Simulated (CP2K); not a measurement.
Si2W:

```
CELL_PARAMETERS angstrom
4.52671 0.00000 0.00000
2.24503 3.93077 0.00000
-3.38587 -1.96538 2.27250
ATOMIC_POSITIONS crystal
W 0.00000 0.00000 0.00000
Si 0.66530 0.66530 0.00000
Si 0.33470 0.33470 0.00000
```

Base run:

* Program: CP2K 2026.2
* Functional: PBEsol
* Potentials or basis: POTENTIAL_UZH W GTH-PBE-q14, Si GTH-PBE-q4; TZVP-MOLOPT-PBE-GTH basis
* Density cutoff: 6123 eV
* k mesh: 12 × 12 × 12
* Occupations: fermi-dirac, width 0.1 eV
* Spin: no spin polarisation

Its results: band gap on the k mesh none (metal or under the smearing width); pressure -0.3 GPa; largest force 0.026 eV/Å.

Problem. The run is repeated on the same cell with these changes: functional from PBEsol to PBE; occupations from fermi-dirac, width 0.1 eV to fermi-dirac, width 0.0259 eV. What comes out?

Solution. Band gap on the k mesh none (metal or under the smearing width); pressure 2.5 GPa; largest force 0.070 eV/Å.

Caveats: spin-orbit coupling is left out, which moves the levels of the heavy elements; the basis of atomic orbitals isn't converged, which shifts pressures, moduli and gaps; the potentials were made for another functional, which shifts forces and pressure (some runs).
